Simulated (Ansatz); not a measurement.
# Thickness series of a Cu/C/Cu junction

How fast does the current through Cu/C/Cu fall with each added layer? Both electrodes are Cu fcc(111); the barrier is C diamond(111) (whole bilayers). In the first transport cell, after relaxation, the nearest pair of electrode and barrier is Cu–C at 2.05 Å, along the normal, at the lower face and Cu–C at 2.05 Å, along the normal, at the upper one. All share a net of side 2.524 Å, which strains the lower electrode by -1.7 % and the barrier by +0.0 %, against typed lattice constants near PBE's. The first steps treat the bulk electrodes alone.

Main program and level: Ansatz 0.2.0; PBE DFT, plane waves, PAW files, in the first sound run; inputs show where later runs differ.

### Step 1. The structure

Symmetry: R-3m, No. 166, trigonal system. The conventional cell has a = 2.524 Å, b = 2.524 Å, c = 6.361 Å, α = 90.00°, β = 90.00°, γ = 120.00°. Nearest to Cu lie 12 Cu at 2.52 to 2.57 Å.

### Step 2. The strained electrode

The electrode is held to the junction's net and relaxed along the normal; its spacing is used for the ideal lead layers.

File input.yaml:

```yaml
crystal:
  lattice:
    - [2.524, 0.0, 0.0]
    - [-1.262, 2.1858481192, 0.0]
    - [0.0, 0.0, 6.360727056]
  atoms:
    - { symbol: Cu, position: [0.0, 0.0, 0.0] }
    - { symbol: Cu, position: [0.3333333333, 0.6666666667, 0.3333333333] }
    - { symbol: Cu, position: [0.6666666667, 0.3333333333, 0.6666666667] }
kpoints:
  mp_grid: { grid: [18, 18, 5] }
scf:
  occupations: { method: fermi_dirac, width: 0.1 }
  max_iter: 150
hamiltonian:
  xc: pbe
relax:
  f_tol: 0.01
  max_steps: 40
  cell: { fix: [a, b, angles] }
```

On the command line:

```
$ ansatz run input.yaml --threads 4 --pin off --max-ram 12288MiB --backend cpu --events-out ev --progress --plain --runs-dir out
```

Numbers of over 12 decimals in the logs are rounded to 6 here.

The program printed:

```text
Engine: ansatz 0.2.0, x86_64-unknown-linux-gnu
Pseudopotentials: kind: paw
Pseudopotential: Cu, paw, valence charge 19, recommended cutoff 420 eV (normal), Cu.paw.azcp
Functional definition: PBE
  parameter kappa = 0.804
  parameter beta = 0.066725
  exchange = pbe_x(kappa = kappa, mu = beta*pi^2/3)
  correlation = pbe_c(beta = beta)
Crystal: 3 atoms, lattice volume = 35.093 Å³
Basis set: ecut = 420 eV, 699 PW (Γ), exchange–correlation on 36×36×90 points (8 copies of the dense FFT grid, shifted against one another)
Bands: 35, of which v1, the nominal top of the filled ones, is band 29 counted from 1 (28 counted from 0)
Symmetry: 36 space group operations
Space group: R-3m (ITA 166), of the structure as read, at distance tolerance 3.3e-5 Å
k-points: 165 of 1620
Non-local potential: Cu, projectors of the file, l = 0: 3, l = 1: 2, l = 2: 3, l = 3: 1
PAW form: soft (Blöchl's): semilocal exchange-correlation on the pseudo side does not see the compensation charge
PAW one-centre angular grid: Cu, 590 points (default); XC on 64 Gauss nodes
Initial density: superposition of atomic densities (neutral atoms: chi_scale 0, normalization atom), corrected by the library's trained network
Initial wavefunctions: pseudopotential atomic-orbital guess
Functional: x = pbe(κ = 0.804, μ = 0.219515), c = pbe(β = 0.066725)
SCF iter   1: F=—  HF=-19875.518540 eV  |F-HF|=—  |Δ(HF+E_count)|=         —  Δρ=8.55e-4  dr2=8.85e-5  ethr=1.77e-3  ⟨swp⟩=5.1  Hψ=18868  notcnv=0  defer=63
preconditioner: auto → Kerker (q_TF=auto, 2.958 Å⁻¹)  [metal: Δε(μ)=0.004 eV  Ē_g=11.403 eV  σ=0.100 eV  W_gap=0.01  n_scr=10 (ndim 8)  ℏωp=36.0 eV  f_vac=0.000  D(μ)=0.93/eV (n_scr^D=4)]
SCF iter   2: F=—  HF=-19875.518997 eV  |F-HF|=—  |Δ(HF+E_count)|=   4.57e-4  Δρ=4.94e-4  dr2=3.47e-5  ethr=1.55e-7  ⟨swp⟩=3.0  Hψ=14645  notcnv=0  defer=64
SCF iter   3: F=—  HF=-19875.519046 eV  |F-HF|=—  |Δ(HF+E_count)|=   4.96e-5  Δρ=1.37e-4  dr2=2.50e-6  ethr=6.08e-8  ⟨swp⟩=2.0  Hψ=8288  notcnv=0  defer=64
SCF iter   4: F=—  HF=-19875.519046 eV  |F-HF|=—  |Δ(HF+E_count)|=   3.31e-7  Δρ=6.84e-5  dr2=1.15e-6  ethr=4.38e-9  ⟨swp⟩=2.1  Hψ=10270  notcnv=0  defer=64
SCF iter   5: F=—  HF=-19875.519046 eV  |F-HF|=—  |Δ(HF+E_count)|=   3.90e-8  Δρ=3.07e-5  dr2=2.52e-7  ethr=2.01e-9  ⟨swp⟩=1.0  Hψ=5588  notcnv=0  defer=64
SCF iter   6: F=-19875.519046 eV  HF=-19875.519046 eV  |F-HF|=1.87e-8  |Δ(HF+E_count)|=   5.66e-9  Δρ=7.87e-6  dr2=1.90e-8  ethr=1.75e-10  ⟨swp⟩=3.9  Hψ=17455  notcnv=0
SCF 1 converged in 6 iterations: F = -19875.519046 eV  dr2 = 1.90e-8
  greatest PAW one-centre occupation: 1.000 electrons in one spin orbital (limit 2), on the Cu atom at site 2 (counted from 0), in its partial waves of l = 0
relax step   1: F+E_penalty+E_count = -19875.51904598 eV  Δ(F+E_penalty+E_count) = +0.000e0 eV  max|allowed force component| = 2.598e-27 eV/Å  Δτ_max = 0.0000 Å  P = +3.440 GPa  Ω = 35.093 Å³  fix = [a, b, alpha, beta, gamma]  reactions: a +5.198, b +5.198 GPa  (6 SCF iters, dr2 threshold 1.00e-7 eV, accepted)
Crystal: 3 atoms, lattice volume = 35.088 Å³
Initial density: handed on by an earlier stage of this run
Initial wavefunctions: those handed on with the density
iter 1 solved again at ethr=7.36e-10 eV; its pass at ethr=3.10e-3 eV (dr2=4.19e-7 eV) is discarded
SCF iter   1: F=—  HF=-19875.519046 eV  |F-HF|=—  |Δ(HF+E_count)|=         —  Δρ=4.51e-5  dr2=4.22e-7  ethr=7.36e-10  ⟨swp⟩=2.0  Hψ=23887  notcnv=0
preconditioner: auto → Kerker (q_TF=auto, 2.958 Å⁻¹)  [metal: Δε(μ)=0.005 eV  Ē_g=11.401 eV  σ=0.100 eV  W_gap=0.01  n_scr=10 (ndim 8)  ℏωp=36.0 eV  f_vac=0.000  D(μ)=0.93/eV (n_scr^D=4)]
SCF iter   2: F=—  HF=-19875.519051 eV  |F-HF|=—  |Δ(HF+E_count)|=   4.78e-6  Δρ=1.34e-5  dr2=4.41e-8  ethr=7.36e-10  ⟨swp⟩=2.6  Hψ=8288  notcnv=0
SCF iter   3: F=—  HF=-19875.519051 eV  |F-HF|=—  |Δ(HF+E_count)|=   1.85e-8  Δρ=8.25e-6  dr2=1.71e-8  ethr=7.73e-11  ⟨swp⟩=2.6  Hψ=8519  notcnv=0
iter 4 did not close the SCF: its close was put off for the readings that it lacked (scf_convergence_deferred on its scf_iter line)
SCF iter   4: F=-19875.519051 eV  HF=-19875.519051 eV  |F-HF|=6.51e-10  |Δ(HF+E_count)|=   2.42e-9  Δρ=1.62e-6  dr2=4.03e-10  ethr=3.00e-11  ⟨swp⟩=2.2  Hψ=7333  notcnv=0
iter 5 did not close the SCF: its close was put off for the readings that it lacked (scf_convergence_deferred on its scf_iter line)
SCF iter   5: F=-19875.519051 eV  HF=-19875.519051 eV  |F-HF|=3.64e-12  |Δ(HF+E_count)|=  9.90e-10  Δρ=3.73e-7  dr2=3.06e-11  ethr=1.00e-12  ⟨swp⟩=2.2  Hψ=10054  notcnv=0
SCF iter   6: F=-19875.519051 eV  HF=-19875.519051 eV  |F-HF|=7.28e-12  |Δ(HF+E_count)|=  7.28e-12  Δρ=1.01e-7  dr2=2.70e-12  ethr=1.00e-12  ⟨swp⟩=1.1  Hψ=12410  notcnv=0
SCF 2 converged in 6 iterations: F = -19875.519051 eV  dr2 = 2.70e-12
relax step   2: F+E_penalty+E_count = -19875.51905115 eV  Δ(F+E_penalty+E_count) = -5.171e-6 eV  max|allowed force component| = 3.314e-28 eV/Å  Δτ_max = 0.0000 Å  P = +3.458 GPa  Ω = 35.088 Å³  energy of the carried Pulay correction = +3.460e-6 eV  fix = [a, b, alpha, beta, gamma]  reactions: a +5.210, b +5.210 GPa  (6 SCF iters, dr2 threshold 1.46e-8 eV, accepted)
Initial wavefunctions: pseudopotential atomic-orbital guess (no wavefunctions were taken with the density)
iter 1 solved again at ethr=8.54e-10 eV; its pass at ethr=3.10e-3 eV (dr2=4.87e-7 eV) is discarded
SCF iter   1: F=—  HF=-19875.519043 eV  |F-HF|=—  |Δ(HF+E_count)|=         —  Δρ=6.54e-7  dr2=3.08e-11  ethr=8.54e-10  ⟨swp⟩=4.2  Hψ=39634  notcnv=0
preconditioner: auto → Kerker (q_TF=auto, 2.958 Å⁻¹)  [metal: Δε(μ)=0.005 eV  Ē_g=11.402 eV  σ=0.100 eV  W_gap=0.01  n_scr=10 (ndim 8)  ℏωp=36.0 eV  f_vac=0.000  D(μ)=0.93/eV (n_scr^D=4)]
SCF iter   2: F=—  HF=-19875.519047 eV  |F-HF|=—  |Δ(HF+E_count)|=   4.49e-6  Δρ=6.23e-7  dr2=7.73e-11  ethr=1.00e-12  ⟨swp⟩=2.1  Hψ=10567  notcnv=0
iter 3 did not close the SCF: its close was put off for the readings that it lacked (scf_convergence_deferred on its scf_iter line)
SCF iter   3: F=-19875.519047 eV  HF=-19875.519047 eV  |F-HF|=3.64e-12  |Δ(HF+E_count)|=  1.09e-11  Δρ=2.23e-7  dr2=8.01e-12  ethr=1.00e-12  ⟨swp⟩=1.0  Hψ=5775  notcnv=0
iter 4 did not close the SCF: its close was put off for the readings that it lacked (scf_convergence_deferred on its scf_iter line)
SCF iter   4: F=-19875.519047 eV  HF=-19875.519047 eV  |F-HF|=7.28e-12  |Δ(HF+E_count)|=  3.64e-12  Δρ=4.27e-8  dr2=1.92e-13  ethr=1.00e-12  ⟨swp⟩=1.0  Hψ=5775  notcnv=0
iter 5 did not close the SCF: its close was put off for the readings that it lacked (scf_convergence_deferred on its scf_iter line)
SCF iter   5: F=-19875.519047 eV  HF=-19875.519047 eV  |F-HF|=3.64e-12  |Δ(HF+E_count)|=  3.64e-12  Δρ=1.51e-8  dr2=4.03e-14  ethr=1.00e-12  ⟨swp⟩=1.0  Hψ=5775  notcnv=0
iter 6 did not close the SCF: its close was put off for the readings that it lacked (scf_convergence_deferred on its scf_iter line)
SCF iter   6: F=-19875.519047 eV  HF=-19875.519047 eV  |F-HF|=7.28e-12  |Δ(HF+E_count)|=  3.64e-12  Δρ=6.55e-9  dr2=8.24e-15  ethr=1.00e-12  ⟨swp⟩=1.0  Hψ=5775  notcnv=0
SCF iter   7: F=-19875.519047 eV  HF=-19875.519047 eV  |F-HF|=3.64e-12  |Δ(HF+E_count)|=  7.28e-12  Δρ=1.66e-9  dr2=5.47e-16  ethr=1.00e-12  ⟨swp⟩=2.1  Hψ=15443  notcnv=0
SCF 3 converged in 7 iterations: F = -19875.519047 eV  dr2 = 5.47e-16
relax step   3: F+E_penalty+E_count = -19875.51904703 eV  Δ(F+E_penalty+E_count) = +4.116e-6 eV  max|allowed force component| = 2.499e-29 eV/Å  Δτ_max = 0.0000 Å  P = +3.459 GPa  Ω = 35.088 Å³  fix = [a, b, alpha, beta, gamma]  reactions: a +5.210, b +5.210 GPa  stress off target by 4.40e-2 GPa on what of the cell is left free  SCF on the basis re-selected at this cell (its energy is not comparable with the rows above)  (7 SCF iters)
basis re-selected at this cell: Δ(F+E_penalty+E_count) = +4.116e-6 eV, ΔP = +0.000 GPa vs the last step (what re-selecting the basis moved, of the pressure what is left beyond the Pulay correction that the steps carried, after the strain that the cell walked since its last selection, with what the two solves' SCF thresholds leave and, on support functions, any second-order correction that the steps lacked; it is no m [...]
SCF converged after 7 iterations
Free energy (F): -19875.519047 eV
Harris-Foulkes:  -19875.519047 eV  (|F-HF|=3.64e-12)
Internal energy: -19875.488462 eV  (E = F + TS)
E sigma→0 (E₀):  -19875.503754 eV
Entropy (-TS):   -0.030586 eV (-10.195 meV/atom)
Fermi energy:    16.999409 eV
--- Per-component energies (eV) ---
  E_band       = -1067.626155
  E_kinetic    = 900.268147
  E_local      = -12099.210611  (includes V_loc(G=0)·N_el)
  E_nonlocal   = 1168.843766
  E_hartree    = 5331.960751
  E_xc         = -269.060309
  E_vxc        = -347.247115  (∫ρ·V_xc dr)
  E_paw        = -4987.938269  (= ΣΔE_a)
  E_vpaw       = -1354.202658  (= ΣTr[D̂ρ^β])
  E_aug_tail   = 0.000812  (compensation charges beyond the density's cutoff)
  E_ewald      = -9920.352750
  E_smearing   = -0.030586  (= −TS)
  E_closure    = -0.000000  (closes the sum)
  Σ components = -19875.519047   (vs F -19875.519047, Δ=0.00e0)
--- Forces (eV/Å), atoms counted from 1 ---
  atom   1  Cu     0.00000000     0.00000000    -0.00000000
  atom   2  Cu    -0.00000000     0.00000000     0.00000000
  atom   3  Cu    -0.00000000    -0.00000000    -0.00000000
  max |Σ_I F_I| component: 2.60e-29 eV/Å
--- Stress (GPa, compression-positive) ---
        5.209821      -0.000000      -0.000000
        0.000000       5.209821      -0.000000
       -0.000000       0.000000      -0.044002
  P = ⅓ Tr σ = 3.4585 GPa (34.585 kbar)
--- Relaxed structure (2 steps of the walk, 2 accepted, 1 SCFs on fresh bases) ---
  F+E_penalty+E_count = -19875.51904703 eV   max|allowed force component| = 2.499e-29 eV/Å   (the final SCF, on the basis selected at the relaxed cell)
  cell:  # Å, volume = 35.0882 Å³
    - [2.524000, 0, 0]
    - [-1.262000, 2.185848, 0]
    - [0, 0, 6.359914]
  atoms:
    - { symbol: Cu, position: [0, 0, 0] }
    - { symbol: Cu, position: [0.333333, 0.666667, 0.333333] }
    - { symbol: Cu, position: [0.666667, 0.333333, 0.666667] }
```

The job ended after 5.2 s (4 threads of Intel Xeon Platinum 8488C (Sapphire Rapids), shared host; peak memory 0.53 GiB; 16 s of CPU time).

Little changed from the start: no atom moved by 0.005 Å and no cell edge by 0.1 %.

This step gave:

```yaml
free_energy: -19875.5190 eV
fermi_energy: 17.00 eV
pressure: 3.459 GPa
```

[end of part 1 of 6]

[Logs are printed without paths, hosts, clocks, repeated set-up lines and the standing remarks that a program may print on its own settings, such as how far it seeks lower states.]

[Hosts, paths, dates, database ids (printed as entryN), source tags and the programs' standing remarks are cut or masked in the printed files.]
